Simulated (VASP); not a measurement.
# A VASP study of Ba (PBE + D3(BJ)): structure first, properties next, part 2 of 4

Wanted: the relaxed cell of Ba and its properties. The start is a computed cell from the Materials Project.

VASP 6.6.1; PBE with D3(BJ); plane waves and PAW (Ba_sv).

Still holding for the runs below: The k-mesh is coarse for a metal.

So far. Step 2 (Relaxing cell and atoms (PBE + D3(BJ))): It ends with a largest force of 0.003 eV/Å and a pressure of 0.00 GPa. Step 3 (Second relaxation): It ends with a largest force of 0.004 eV/Å and a pressure of 0.00 GPa. The volume moved by under 0.01 %: the run met its threshold at the first step.

The starting crystal is not the ambient structure of Ba; it is a model or a phase of other conditions.

## Step 4: Single point with fields (PBE + D3(BJ))

The relaxed cell gets a fresh self-consistent run, on a basis set for its own volume, to fix the density and to check the remaining stress.

The input, INCAR:

```
SYSTEM = Ba
PREC = Accurate
ENCUT = 400
EDIFF = 1E-06
NELM = 100
ISMEAR = 1
SIGMA = 0.2
LREAL = .FALSE.
ALGO = Normal
GGA = PE
IVDW = 12
NBANDS = 16
LORBIT = 11
LWAVE = .FALSE.
LCHARG = .TRUE.
ISIF = 2
LELF = .TRUE.
LVHAR = .TRUE.
```

The input, POSCAR:

```
Ba
1.0
    3.4821448971     -2.4798269906      0.0000000000
    3.4821448971      2.4798269906      0.0000000000
    0.0000000000      0.0000000000      6.9677654123
Ba
2
Direct
    0.7494710126      0.2505289874      0.2500000000
    0.2505289874      0.7494710126      0.7500000000
```

The input, KPOINTS:

```
Automatic mesh
0
Gamma
7 7 4
0 0 0
```

Potentials, in the order of the species: Ba_sv (PBE family, release 64).

Launch:

```sh
$ mpirun -np 2 vasp_std
```

The program printed:

```text
[banner, memory and clock lines left out]
running    2 mpi-ranks, on    1 nodes
 distrk:  each k-point on    2 cores,    1 groups
 distr:  one band on    1 cores,    2 groups

 POSCAR found type information on POSCAR Ba
 POSCAR found :  1 types and       2 ions
 LDA part: xc-table for (Slater+PW92), standard interpolation
 POSCAR, INCAR and KPOINTS ok, starting setup
 FFT: planning ... GRIDC
 FFT: planning ... GRID_SOFT
 FFT: planning ... GRID
 WAVECAR not read
 entering main loop
       N       E                     dE             d eps       ncg     rms          rms(c)
[... 1 cycle as in an earlier step ...]
DAV:   2     0.493020225571E+01   -0.12285E+03   -0.12042E+03  2184   0.187E+02
DAV:   3    -0.346101132981E+01   -0.83912E+01   -0.83490E+01  2256   0.517E+01
DAV:   4    -0.380009921688E+01   -0.33909E+00   -0.33902E+00  2320   0.773E+00
DAV:   5    -0.380227423269E+01   -0.21750E-02   -0.21750E-02  2120   0.661E-01    0.242E+00
DAV:   6    -0.379981589102E+01    0.24583E-02   -0.62702E-03  2080   0.714E-01    0.143E+00
DAV:   7    -0.379961534486E+01    0.20055E-03   -0.12762E-02  1896   0.107E+00    0.584E-02
DAV:   8    -0.379997221311E+01   -0.35687E-03   -0.67766E-04  2520   0.135E-01    0.367E-02
DAV:   9    -0.380001235528E+01   -0.40142E-04   -0.26267E-05  1968   0.301E-02    0.808E-03
DAV:  10    -0.380001360472E+01   -0.12494E-05   -0.40309E-06  2056   0.119E-02    0.366E-03
DAV:  11    -0.380001346631E+01    0.13841E-06   -0.13011E-06  1344   0.918E-03
   1 F= -.42163811E+01 E0= -.42172623E+01  d E =0.264353E-02
```

It took 26 s on 2 MPI ranks of Intel Xeon Platinum 8259CL at 2.50GHz (Skylake/Cascade Lake), shared host; peak memory 0.34 GiB; 44 s of CPU time.

From OUTCAR (step 4):

```text
 Found     48 irreducible k-points:

   NELECT =      20.0000    total number of electrons

 E-fermi :   1.7749

 Edisp (eV)   -0.41637

 POSITION                                       TOTAL-FORCE (eV/Angst)
 -----------------------------------------------------------------------------------
      3.48214     -1.23729      1.74194         0.000000     -0.003691     -0.000000
      3.48214      1.23729      5.22582         0.000000      0.003691      0.000000
 -----------------------------------------------------------------------------------
    total drift:                                0.000000      0.000000      0.000000

  FREE ENERGIE OF THE ION-ELECTRON SYSTEM (eV)
  ---------------------------------------------------
  free  energy   TOTEN  =        -4.2163811382 eV

[... 19 parts as in an earlier step ...]
```

This step gave:

| Property | Result |
| --- | --- |
| SCF cycles | 11 |

Valence electrons inside each PAW sphere by angular momentum. Sphere charges, by row:

| atom | s (e) | p (e) | d (e) | tot (e) |
| --- | --- | --- | --- | --- |
| Ba1 | 2.071 | 5.546 | 0.291 | 7.908 |
| Ba2 | 2.071 | 5.546 | 0.291 | 7.908 |

ELF in the ac plane of the conventional cell at fractional y = 0.249, with atoms of Ba within 0.2 Å of it. It is the smooth field of the valence electrons, not physical close to the nuclei.

Values, 10 rows by 16 columns, each cell a mean:
```
0.27 0.32 0.42 0.42 0.28 0.18 0.30 0.44 0.46 0.36 0.21 0.22 0.38 0.44 0.36 0.28
0.48 0.49 0.46 0.27 0.15 0.46 0.80 0.84 0.83 0.84 0.63 0.21 0.19 0.41 0.49 0.48
0.47 0.48 0.42 0.20 0.17 0.63 0.85 0.74 0.68 0.83 0.78 0.30 0.14 0.35 0.47 0.47
0.46 0.49 0.48 0.31 0.16 0.37 0.72 0.83 0.83 0.79 0.53 0.19 0.23 0.43 0.49 0.47
0.20 0.25 0.35 0.42 0.33 0.19 0.20 0.29 0.31 0.24 0.18 0.27 0.41 0.39 0.28 0.21
0.47 0.36 0.20 0.22 0.38 0.44 0.36 0.29 0.27 0.33 0.42 0.42 0.27 0.18 0.30 0.44
0.82 0.84 0.63 0.22 0.19 0.41 0.49 0.48 0.47 0.49 0.46 0.27 0.15 0.47 0.80 0.84
0.68 0.83 0.78 0.30 0.14 0.35 0.47 0.47 0.47 0.48 0.42 0.20 0.17 0.63 0.85 0.74
0.83 0.79 0.53 0.19 0.22 0.44 0.49 0.47 0.46 0.49 0.48 0.31 0.16 0.38 0.73 0.83
0.30 0.23 0.18 0.27 0.41 0.39 0.28 0.21 0.20 0.24 0.35 0.42 0.33 0.20 0.20 0.28
```
Columns run along a (7.0 Å), rows up along c (7.0 Å), edges of the conventional cell, whose origin can differ from the input's. Atoms in or near the plane, at fractional coordinates: Ba at (0.00, 0.25), Ba at (0.50, 0.75).

Valence density in the ac plane of the conventional cell at fractional y = 0.249, with atoms of Ba within 0.2 Å of it. It is the smooth field of the valence electrons, not physical close to the nuclei.

Ten even steps from '0' (0.0 e/Å³) to '9' (1.3 e/Å³), each cell a mean:
```
0000000000000000000
0000000123310000000
0000001479852000000
0000002798994000000
0000002894695100000
0000002798994000000
0000001479852000000
0000000124320000000
0000000000000000000
0000000000000000000
1100000000000000001
6420000000000000136
9951000000000000379
5972000000000001597
5972000000000001597
9951000000000000389
6520000000000000136
1100000000000000011
0000000000000000000
```
Columns run along a (7.0 Å), rows up along c (7.0 Å), edges of the conventional cell, whose origin can differ from the input's. Atoms in or near the plane, at fractional coordinates: Ba at (0.00, 0.25), Ba at (0.50, 0.75).

Electrostatic potential energy in the ac plane of the conventional cell at fractional y = 0.249, with atoms of Ba within 0.2 Å of it. With pseudopotentials it is smooth inside the atoms' cores, unlike the true potential.

Ten even steps from '_' (-25 eV) to '@' (3 eV), each cell a mean:
```
@@@@@@@@@@@@@@%%%%####%%@@@@@@@@@@@@@@
@@@@@@@@@@@@%%##++++++**%%@@@@@@@@@@@@
@@@@@@@@@@%%##++--::::==**%%@@@@@@@@@@
@@@@@@@@@@%%**--..____::++##@@@@@@@@@@
@@@@@@@@@@%%++--______..==##%%@@@@@@@@
@@@@@@@@@@%%**--______::++##@@@@@@@@@@
@@@@@@@@@@%%##++--::::==**%%@@@@@@@@@@
@@@@@@@@@@@@%%##++++++**##@@@@@@@@@@@@
@@@@@@@@@@@@@@%%%%####%%@@@@@@@@@@@@@@
%%%%@@@@@@@@@@@@@@@@@@@@@@@@@@@@@@@@%%
**##%%@@@@@@@@@@@@@@@@@@@@@@@@@@%%##**
--==**%%@@@@@@@@@@@@@@@@@@@@@@%%##++==
__::==**%%@@@@@@@@@@@@@@@@@@@@##++--..
____--**%%@@@@@@@@@@@@@@@@@@%%##==..__
____--**%%@@@@@@@@@@@@@@@@@@%%##==..__
__::==**%%@@@@@@@@@@@@@@@@@@@@##++--..
--==**%%@@@@@@@@@@@@@@@@@@@@@@%%##++==
**##%%@@@@@@@@@@@@@@@@@@@@@@@@@@%%##**
%%%%@@@@@@@@@@@@@@@@@@@@@@@@@@@@@@%%%%
```
Columns run along a (7.0 Å; values clipped at the 3rd and 97th percentile), rows up along c (7.0 Å), edges of the conventional cell, whose origin can differ from the input's. Atoms in or near the plane, at fractional coordinates: Ba at (0.00, 0.25), Ba at (0.50, 0.75).

In this run the pressure is 0.00 GPa, small enough to go on; single stress components reach 0.01 GPa.

## Step 5: Bands along the symmetry lines (PBE + D3(BJ))

Levels along the symmetry lines show where the bands peak and cross; KPOINTS_OPT computes them in the converged potential.

The input, INCAR:

```
SYSTEM = Ba
PREC = Accurate
ENCUT = 400
EDIFF = 1E-06
NELM = 100
ISMEAR = 1
SIGMA = 0.2
LREAL = .FALSE.
ALGO = Normal
GGA = PE
IVDW = 12
NBANDS = 22
LORBIT = 11
LWAVE = .FALSE.
LCHARG = .FALSE.
KPAR = 2
```

POSCAR is that of step 4.

KPOINTS is that of step 4.

The input, KPOINTS_OPT:

```
Line mode
16
Line-mode
Reciprocal
  0.00000000   0.00000000   0.00000000 GAMMA
  0.37679120  -0.37679120   0.00000000 X

  0.37679120  -0.37679120   0.00000000 X
  0.00000000  -0.50000000   0.00000000 S

  0.00000000  -0.50000000   0.00000000 S
  0.00000000  -0.50000000  -0.50000000 R

  0.00000000  -0.50000000  -0.50000000 R
  0.37679120  -0.37679120  -0.50000000 A

  0.37679120  -0.37679120  -0.50000000 A
  0.00000000   0.00000000  -0.50000000 Z

  0.00000000   0.00000000  -0.50000000 Z
  0.00000000   0.00000000   0.00000000 GAMMA

  0.00000000   0.00000000   0.00000000 GAMMA
 -0.50000000  -0.50000000   0.00000000 Y

 -0.50000000  -0.50000000   0.00000000 Y
 -0.37679120  -0.62320880   0.00000000 X1

 -0.37679120  -0.62320880   0.00000000 X1
 -0.37679120  -0.62320880  -0.50000000 A1

 -0.37679120  -0.62320880  -0.50000000 A1
 -0.50000000  -0.50000000  -0.50000000 T

 -0.50000000  -0.50000000  -0.50000000 T
 -0.50000000  -0.50000000   0.00000000 Y

  0.00000000   0.00000000  -0.50000000 Z
 -0.50000000  -0.50000000  -0.50000000 T
```

Launch:

```sh
$ mpirun -np 2 vasp_std
```

The program printed:

```text
[... set-up lines as in an earlier step ...]
 entering main loop
       N       E                     dE             d eps       ncg     rms          rms(c)
DAV:   1     0.118364013851E+03    0.11836E+03   -0.69411E+03  2112   0.603E+02
DAV:   2     0.454495161620E+01   -0.11382E+03   -0.11049E+03  2810   0.152E+02
DAV:   3    -0.343276850736E+01   -0.79777E+01   -0.79005E+01  3034   0.383E+01
DAV:   4    -0.379823771324E+01   -0.36547E+00   -0.36508E+00  2988   0.623E+00
DAV:   5    -0.380222921469E+01   -0.39915E-02   -0.39910E-02  2818   0.619E-01    0.242E+00
DAV:   6    -0.379979984992E+01    0.24294E-02   -0.67196E-03  2646   0.533E-01    0.144E+00
DAV:   7    -0.379960476296E+01    0.19509E-03   -0.12602E-02  2586   0.780E-01    0.586E-02
DAV:   8    -0.379996894169E+01   -0.36418E-03   -0.73847E-04  3354   0.989E-02    0.377E-02
DAV:   9    -0.380001140905E+01   -0.42467E-04   -0.24044E-05  2584   0.212E-02    0.837E-03
DAV:  10    -0.380001364063E+01   -0.22316E-05   -0.42021E-06  2640   0.918E-03    0.413E-03
DAV:  11    -0.380001348350E+01    0.15713E-06   -0.13327E-06  1784   0.702E-03
   1 F= -.42163812E+01 E0= -.42172624E+01  d E =0.264359E-02
 Start KPOINTS_OPT (optional k-point list driver)
k-point batch [1-48\192]
       N       E                     dE             ncg
DAV:   1    -0.611558617719E+04   -0.26273E+05     2112
DAV:   2    -0.115287286232E+05   -0.54131E+04     2898
DAV:   3    -0.119269192625E+05   -0.39819E+03     3034
DAV:   4    -0.119471532441E+05   -0.20234E+02     3072
DAV:   5    -0.119473921382E+05   -0.23889E+00     2712
DAV:   6    -0.119473961798E+05   -0.40416E-02     2900
DAV:   7    -0.119473962735E+05   -0.93648E-04     2610
DAV:   8    -0.119473962756E+05   -0.21689E-05     1970
DAV:   9    -0.119473962757E+05   -0.84015E-07     1826
[...]
k-point batch [145-192\192]
       N       E                     dE             ncg
DAV:   1    -0.616938449996E+04   -0.29801E+05     2112
DAV:   2    -0.115360938071E+05   -0.53667E+04     2810
DAV:   3    -0.119309425903E+05   -0.39485E+03     3092
DAV:   4    -0.119498088587E+05   -0.18866E+02     3104
DAV:   5    -0.119499866640E+05   -0.17781E+00     2760
DAV:   6    -0.119499891419E+05   -0.24779E-02     2936
DAV:   7    -0.119499891985E+05   -0.56577E-04     2522
DAV:   8    -0.119499892003E+05   -0.17676E-05     1890
DAV:   9    -0.119499892003E+05   -0.54222E-07     1790
```

Run time: 97 s. Hardware: 2 MPI ranks; peak memory 0.51 GiB.

Parts of OUTCAR (step 5):

```text
   k-points           NKPTS =     48   k-points in BZ     NKDIM =     48   number of bands    NBANDS=     22

   NELECT =      20.0000    total number of electrons

 E-fermi :   1.7749

 k-point     1 :       0.0000    0.0000    0.0000
  band No.  band energies     occupation
    ...
      6     -11.9287      2.00000
      7     -11.9275      2.00000
      8     -11.9270      2.00000
      9      -0.9707      2.00000
     10       0.8820      2.00000
     11       2.4560     -0.00002
     12       3.2092     -0.00000
     13       3.6667     -0.00000
     14       3.6714     -0.00000
     15       3.7113     -0.00000
    ...

 Edisp (eV)   -0.41637

  Total       0.00256    -0.00593    -0.00353     0.00000     0.00000     0.00000
  in kB       0.03415    -0.07900    -0.04700     0.00000     0.00000     0.00000
  external pressure =       -0.03 kB  Pullay stress =        0.00 kB

 POSITION                                       TOTAL-FORCE (eV/Angst)
 -----------------------------------------------------------------------------------
      3.48214     -1.23729      1.74194         0.000000     -0.003688      0.000000
      3.48214      1.23729      5.22582         0.000000      0.003688     -0.000000
 -----------------------------------------------------------------------------------
    total drift:                                0.000000      0.000000      0.000000

  FREE ENERGIE OF THE ION-ELECTRON SYSTEM (eV)
  ---------------------------------------------------
  free  energy   TOTEN  =        -4.2163811553 eV

  energy  without entropy=       -4.2190247440  energy(sigma->0) =       -4.21726235

[... 10 parts as in an earlier step ...]

[... 6 further parts left out ...]
```

Within 0.02 Å the cell has space group I4/mmm; at a tight tolerance a small distortion makes it Cmcm.

Numbers from this step:

- bands: 22
- pressure: -0.003062 GPa

Electronic bands along the path, in eV, zero at the Fermi level; # counts the bands kept in this run, so #1 is VASP's band 9:

| point | #1 | #2 | #3 | #4 | #5 | #6 |
| --- | --- | --- | --- | --- | --- | --- |
| Γ | -2.75 | -0.89 | 0.68 | 1.43 | 1.89 | 1.90 |
| 0.47 of the way | -1.66 | 0.18 | 0.52 | 0.84 | 1.60 | 1.79 |
| X | -0.30 | -0.29 | -0.25 | 0.55 | 1.08 | 2.99 |
| 0.53 of the way | -0.23 | 0.03 | 0.26 | 0.54 | 0.55 | 1.45 |
| S | -0.38 | -0.38 | 0.52 | 0.53 | 0.94 | 0.94 |
| 0.47 of the way | -0.67 | -0.67 | 0.74 | 0.75 | 1.07 | 1.07 |
| R | -0.90 | -0.90 | 0.73 | 0.73 | 1.41 | 1.41 |
| 0.53 of the way | -0.42 | -0.42 | 0.85 | 0.85 | 0.88 | 0.88 |
| A | 0.30 | 0.30 | 0.32 | 0.32 | 0.57 | 0.57 |
| 0.47 of the way | -0.68 | -0.68 | 0.64 | 0.64 | 0.86 | 0.86 |
| Z | -1.69 | -1.69 | 1.18 | 1.18 | 1.23 | 1.23 |
| 0.47 of the way | -2.40 | -1.06 | 0.83 | 1.10 | 1.62 | 1.74 |
| Γ | -2.75 | -0.89 | 0.68 | 1.43 | 1.89 | 1.90 |
| 0.53 of the way | -1.58 | -0.22 | 0.12 | 1.13 | 1.17 | 2.03 |
| Y | -0.89 | -0.59 | -0.58 | 0.68 | 1.44 | 3.40 |
| 0.53 of the way | -0.71 | -0.48 | -0.48 | 0.63 | 1.32 | 3.48 |
| X1 | -0.30 | -0.29 | -0.25 | 0.55 | 1.08 | 2.99 |
| 0.47 of the way | -0.15 | -0.13 | -0.11 | 0.60 | 0.85 | 1.80 |
| A1 | 0.30 | 0.30 | 0.32 | 0.32 | 0.57 | 0.57 |
| 0.53 of the way | -0.09 | -0.09 | 0.24 | 0.24 | 1.22 | 1.22 |
| T | -0.22 | -0.22 | 0.22 | 0.22 | 1.88 | 1.88 |
| 0.53 of the way | -0.66 | -0.44 | -0.39 | 0.95 | 1.04 | 2.63 |
| Y | -0.89 | -0.59 | -0.58 | 0.68 | 1.44 | 3.40 |
| jump to Z | -1.69 | -1.69 | 1.18 | 1.18 | 1.23 | 1.23 |
| 0.47 of the way | -0.91 | -0.91 | 0.85 | 0.85 | 1.89 | 1.89 |
| T | -0.22 | -0.22 | 0.22 | 0.22 | 1.88 | 1.88 |

There is no gap at this level.

## Step 6: Total and projected DOS (PBE + D3(BJ))

Here the states are counted by energy and projected on the atoms. The mesh is finer than in the run before.

INCAR, as its differences from that of step 5:

```diff
@@ -5,3 +5,3 @@
 NELM = 100
-ISMEAR = 1
+ISMEAR = -5
 SIGMA = 0.2
@@ -16 +16,2 @@
 KPAR = 2
+NEDOS = 2001
```

POSCAR is that of step 5.

The input, KPOINTS:

```
Automatic mesh
0
Gamma
10 10 6
0 0 0
```

Launch:

```sh
$ mpirun -np 2 vasp_std
```

The program printed:

```text
[... set-up lines as in an earlier step ...]
 entering main loop
       N       E                     dE             d eps       ncg     rms          rms(c)
DAV:   1     0.119203883231E+03    0.11920E+03   -0.70245E+03  5456   0.606E+02
DAV:   2     0.509072952228E+01   -0.11411E+03   -0.11074E+03  7146   0.151E+02
DAV:   3    -0.341928393971E+01   -0.85100E+01   -0.84546E+01  7972   0.397E+01
DAV:   4    -0.380243380530E+01   -0.38315E+00   -0.38312E+00  7740   0.669E+00
DAV:   5    -0.380701094735E+01   -0.45771E-02   -0.45862E-02  7276   0.676E-01    0.242E+00
DAV:   6    -0.380456209870E+01    0.24488E-02   -0.68016E-03  6838   0.532E-01    0.144E+00
DAV:   7    -0.380450001470E+01    0.62084E-04   -0.12619E-02  6614   0.778E-01    0.579E-02
DAV:   8    -0.380490639923E+01   -0.40638E-03   -0.72269E-04  8642   0.981E-02    0.364E-02
DAV:   9    -0.380497312572E+01   -0.66726E-04   -0.25597E-05  6664   0.218E-02    0.874E-03
DAV:  10    -0.380498345173E+01   -0.10326E-04   -0.40636E-06  6878   0.907E-03    0.403E-03
DAV:  11    -0.380498446360E+01   -0.10119E-05   -0.13095E-06  4662   0.703E-03    0.981E-04
DAV:  12    -0.380498470927E+01   -0.24567E-06   -0.18591E-07  4084   0.214E-03
   1 F= -.42213524E+01 E0= -.42213524E+01  d E =0.000000E+00
 -----------------------------------------------------------------------------
|                                                                             |
|           W    W    AA    RRRRR   N    N  II  N    N   GGGG   !!!           |
|           W    W   A  A   R    R  NN   N  II  NN   N  G    G  !!!           |
|           W    W  A    A  R    R  N N  N  II  N N  N  G       !!!           |
|           W WW W  AAAAAA  RRRRR   N  N N  II  N  N N  G  GGG   !            |
|           WW  WW  A    A  R   R   N   NN  II  N   NN  G    G                |
|           W    W  A    A  R    R  N    N  II  N    N   GGGG   !!!           |
|                                                                             |
|     Tetrahedron method does not include variations of the Fermi             |
|     occupations, so forces and stress will be inaccurate. We suggest        |
|     using a different smearing scheme ISMEAR = 1 or 2 for metals in         |
|     relaxations.                                                            |
|                                                                             |
 -----------------------------------------------------------------------------
```

The job ended after 69 s (2 MPI ranks; peak memory 0.59 GiB; 2 min of CPU time).

OUTCAR, selected parts (step 6):

```text
   k-points           NKPTS =    124   k-points in BZ     NKDIM =    124   number of bands    NBANDS=     22

   NELECT =      20.0000    total number of electrons

 E-fermi :   1.7663

 k-point     1 :       0.0000    0.0000    0.0000
  band No.  band energies     occupation
    ...
      6     -11.9274      2.00000
      7     -11.9274      2.00000
      8     -11.9272      2.00000
      9      -0.9709      2.00000
     10       0.8814      2.00000
     11       2.4558      0.00000
     12       3.2093      0.00000
     13       3.6665      0.00000
     14       3.6707      0.00000
     15       3.7112      0.00000
    ...

 Edisp (eV)   -0.41637

  Total       0.01184    -0.01014     0.00179     0.00000     0.00000     0.00000
  in kB       0.15765    -0.13497     0.02377     0.00000     0.00000     0.00000
  external pressure =        0.02 kB  Pullay stress =        0.00 kB

 POSITION                                       TOTAL-FORCE (eV/Angst)
 -----------------------------------------------------------------------------------
      3.48214     -1.23729      1.74194         0.000000     -0.003843      0.000000
      3.48214      1.23729      5.22582         0.000000      0.003843      0.000000
 -----------------------------------------------------------------------------------
    total drift:                                0.000000      0.000000      0.000000

  FREE ENERGIE OF THE ION-ELECTRON SYSTEM (eV)
  ---------------------------------------------------
  free  energy   TOTEN  =        -4.2213523811 eV

  energy  without entropy=       -4.2213523811  energy(sigma->0) =       -4.22135238

[... 8 parts as in an earlier step ...]

[... 8 further parts left out ...]
```

With tetrahedra the forces and stress of a metal are not exact derivatives of the energy.

This step gave:

```
SCF cycles                                           : 12
irreducible k-points                                 : 124
free energy (TOTEN)                                  : -4.221 eV
Fermi energy                                         : 1.766 eV
pressure                                             : 0.001548 GPa
DOS at the Fermi level, one point of the energy grid : 2.523 states/eV/cell
```

The density of states has structure finer than the step of the table below, so its rows give means over 1 eV, whole bins alone (the curve runs from -12.0 to 2.92 eV). Peaks (eV: height): total -0.2: 4.42, 0.8: 7.82; Ba d -0.2: 1.01, 0.8: 2.37; Ba p -0.3: 0.109, 1.1: 0.293; Ba s -0.8: 0.178.

States under -12.0 eV and over 2.9 eV are left out. The density of states by energy, zero at the Fermi level; means over each step; values in states/eV/cell:

| energy (eV) | total | Ba d | Ba p | Ba s |
| --- | --- | --- | --- | --- |
| -4 | 0 | 0 | 0 | 0 |
| -3 | 0.0213 | 0 | 1.8e-4 | 0.00264 |
| -2 | 0.433 | 0.00539 | 0.0118 | 0.0483 |
| -1 | 1.72 | 0.192 | 0.0521 | 0.124 |
| 0 | 2.77 | 0.636 | 0.0765 | 0.0613 |
| 1 | 5.94 | 1.84 | 0.206 | 0.0123 |
| 2 | 1.74 | 0.727 | 0.0248 | 0.0130 |

The finer mesh and the other smearing move the Fermi level by -0.01 eV from the 7×7×4 run, a small shift, which tests the Fermi level alone.

(Continued in part 3 of 4.)

[Lines on the potential files, build, host, timing and source positions are cut from VASP's logs without a mark.]

[Logs are printed without paths, hosts, clocks, repeated set-up lines and the standing remarks that a program may print on its own settings, such as how far it seeks lower states.]

[Hosts, paths, dates, database ids (printed as entryN), source tags and the programs' standing remarks are cut or masked in the printed files.]

[A measured line is paired with the nearest computed mode of its activity, which favours agreement.]

[In band tables of VASP the shares of atoms and orbitals are scaled to a sum of 1 inside the atoms' spheres.]
